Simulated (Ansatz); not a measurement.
TePb, DFT, PBEsol, PAW with Ansatz's default frozen-core files, scalar-relativistic (Ansatz 0.2.0), run on 1 thread of Arm Neoverse V1 on a shared host.

The cell is COD entry 9008696, as deposited and not checked against the literature; nothing was relaxed. The listed cell was then made from it by scaling, straining or moving an atom.

Command: `ansatz run input.yaml --threads 1 --pin off --max-ram 3072MiB --backend cpu --events-out ev --progress --plain --runs-dir out`

```yaml
crystal:
  lattice:
    - [0.0, 3.2162072772, 3.2162072772]
    - [3.2162072772, 0.0, 3.2162072772]
    - [3.2162072772, 3.2162072772, 0.0]
  atoms:
    - { symbol: Te, position: [0.5, 0.5, 0.5] }
    - { symbol: Pb, position: [0.0, 0.0, 0.0] }
kpoints:
  mp_grid: { grid: [10, 10, 10] }
scf:
  occupations: { method: fermi_dirac, width: 0.03 }
hamiltonian:
  xc: pbesol
  pseudopotentials: { kind: paw }
output:
  forces: true
  stress: true
  eigenvalues: true
  efg: { contact_densities: true }
```

Task: How large is the problem that the program sets up?

Result: 47 irreducible k-points, 1291 plane waves at Γ, 19 bands.

Task: About how long does it take, and how much memory does it use?

Result: 6 s of wall time for 6 SCF iterations, with a peak of 0.43 GiB. Times on shared machines scatter by tens of per cent.

Task: And the same cell and mesh by crystal-made all-electron datasets, asked for forces, stress, eigenvalues, efg, on the same hardware?

Result: 6.8 s, peak memory 0.51 GiB.
